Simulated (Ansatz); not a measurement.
Take BaSnO3 in the cubic perovskite structure (space group Pm-3m, No. 221; a = 4.1219 Å) as the base. Axes: x, y, z lie along the cube axes.

All numbers come from Kohn–Sham DFT with the PBEsol functional, run in Ansatz (a program for electronic structure) with PAW and 420 eV plane waves, without spin-orbit coupling.

For the base:

```
Quantity               Result
-------------------  --------
Smallest direct gap   1.34 eV
Pressure             0.00 GPa
Band gap              0.86 eV
```

One thing is altered: tensor shear ε_xy = −3.19 % (engineering shear γ = -0.0638); the atoms relax in the strained cell.

Q: How does this affect the smallest direct gap, pressure, band gap and energy relative to the base?

A: The smallest direct gap shrinks by 0.277 eV, from 1.34 eV to 1.07 eV; the pressure (mean of the normal stresses, compression positive) goes from zero to 0.32 GPa; the band gap drops by 0.135 eV, from 0.86 eV to 0.72 eV; the energy grows by 17 meV/atom.

Whether these cells are dynamically stable was not tested.
